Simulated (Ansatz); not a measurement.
**NiO2 under changes of volume**

One of the cells (15.832 Å³/atom); the others are scaled copies at fixed shape and fractional positions:

```xyz
3
Lattice="1.4021 0.8095 6.9743 -1.4021 0.8095 6.9743 0.0000 -1.6190 6.9743" Properties=species:S:1:pos:R:3 pbc="T T T"
Ni    0.0000    0.0000    0.0000
O     0.0000    0.0000    7.9254
O     0.0000    0.0000   12.9975
```

The cell comes from a database or a generator and needn't be the stable form of this composition.

```yaml
Program: Ansatz 0.2.0
Functional: r2SCAN
Potentials_or_basis: Ansatz PAW
Cutoff: "500 eV (not typed: the program's choice for these potentials)"
k_mesh: 11 × 11 × 11
Occupations: fermi-dirac, width 0.05 eV
Spin: collinear spin, ferromagnetic start
Starting_moments: "[1.0, 0.0, 0.0] μB"
```

| volume (Å³/atom) | energy over the lowest point (meV/atom) | pressure (GPa) | gap on the mesh (eV) | largest force (eV/Å) |
| --- | --- | --- | --- | --- |
| 14.882 | 5.20 | 4.3 | 1.89 | 0.440 |
| 15.199 | 0.00 | 1.1 | 1.85 | 0.112 |
| 15.516 | 0.76 | -1.8 | 1.81 | 0.189 |
| 15.832 | ? | ? | ? | ? |
| 16.149 | 17.60 | -6.6 | 1.74 | 0.720 |
| 16.466 | 32.62 | -8.6 | 1.70 | 0.954 |
| 16.782 | 51.40 | -10.4 | 1.67 | 1.170 |

Q: What does the run at 15.832 Å³/atom give?

A: Energy over the lowest point 6.81 meV/atom; pressure -4.3 GPa; gap on the mesh 1.77 eV; largest force 0.466 eV/Å.

Worked out: A Birch-Murnaghan fit of order 3 (a polynomial in V^(-2/3)) to the other rows has its minimum at 15.31 Å³/atom with B0 = V·E''(V) = 139 GPa and B' = 4.5 at fixed shape and positions, which overstates the stiffness. It gives 6.80 meV/atom at 15.832 Å³/atom, against the run's 6.81, and -dE/dV = -4.3 GPa, against -4.3. A straight line through the other rows of the gap, of slope -1.84 eV per unit of ln V, gives 1.77 eV, against the run's 1.77.

Energies are extrapolated to zero smearing.

Caveats: the magnetic or orbital state may not be the lowest; odd divisions of the mesh miss points on the zone boundary, where band edges often lie, so the gap on the mesh can be too wide; the PAW data sets come from PBE, with cores solved anew for the run's functional, which leaves a small shift of forces and pressure; the starting moments weren't kept; forces of over 1 eV/Å show positions far from the minimum, so gaps and moduli don't describe the material at rest (some runs).

A mesh can miss the band edges.
